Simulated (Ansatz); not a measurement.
**MoTe2: the band gap up the ladder of functionals**

One table from this session's results is given with a row withheld; the runs are named, their logs left out.

The runs shown are made with Ansatz 0.2.0. PAW datasets, plane waves. (Simulation; spin polarisation is off.)

2 further runs of the same task are left out: 1 for a known fault of the program, 1 that didn't finish.

**Starting point**

The cell was relaxed beforehand with r2SCAN.

The sheet's in-plane cell has a = 3.561 Å, b = 3.561 Å (γ = 120.0°), and its outermost atoms lie 3.58 Å apart along the normal. Around Mo lie 6 Te at 2.73 Å; around Te lie 3 Mo at 2.73 Å.

Structure file:

```
Mo Te
1.0
     3.56136    0.00000    0.00000
    -1.78068    3.08423    0.00000
     0.00000    0.00000   31.53418
Mo Te
1 2
Direct
  0.33333 0.66667 0.28540
  0.66667 0.33333 0.34214
  0.66667 0.33333 0.22867
```
The sheet repeats along a and b alone.

The first run:

input.yaml

```yaml
crystal:
  lattice:
    - [3.5613611594, 0.0, 0.0]
    - [-1.7806805797, 3.0842292361, 0.0]
    - [0.0, 0.0, 31.5341825584]
  atoms:
    - { symbol: Mo, position: [0.3333333333, 0.6666666667, 0.2854045759] }
    - { symbol: Te, position: [0.6666666667, 0.3333333333, 0.3421377291] }
    - { symbol: Te, position: [0.6666666667, 0.3333333333, 0.2286714228] }
  periodic: [true, true, false]
kpoints:
  mp_grid: { grid: [12, 12, 1] }
  band_path:
    path:
      - [0, 0, 0]
      - [0.5, 0, 0]
      - [0.333333333333, 0.333333333333, 0]
      - [0, 0, 0]
    npoints: 10
hamiltonian:
  xc: pbe
scf:
  occupations: { method: fermi_dirac, width: 0.02 }
  n_extra_bands: 4
output:
  forces: true
  stress: true
  eigenvalues: true
```

Steps of the session up to this table: PBE band path; Single point with r2SCAN; HSE06 at the same geometry; PBE+SOC; Single point with PBE0; Single point with LDA.

One table of the session follows, with a row left open; its other results are not shown here.

```
  level  gap (eV)
    PBE         ?
 r2SCAN      1.12
  HSE06      1.45
PBE+SOC      0.91
   PBE0      2.10
    LDA      1.04
```

Q: Estimate the row for PBE from the others.

As computed: gap (eV): 1.05. In the column «gap (eV)» it lies between LDA (1.04) and r2SCAN (1.12).

Meshes: PBE 12×12×1, r2SCAN 12×12×1, HSE06 6×6×1, PBE+SOC 12×12×1, PBE0 6×6×1, LDA 12×12×1

The gap runs from 0.91 eV (PBE+SOC) to 2.10 eV (PBE0). Against HSE06, PBE is short by 0.40 eV, at 72 % of it, and r2SCAN 77 %. PBE0 lies 0.65 eV above HSE06, which differs from it by screening the long-range exchange.

To keep in mind: Warnings in the runs' records: stress exchange threshold loose, stress scf threshold loose.
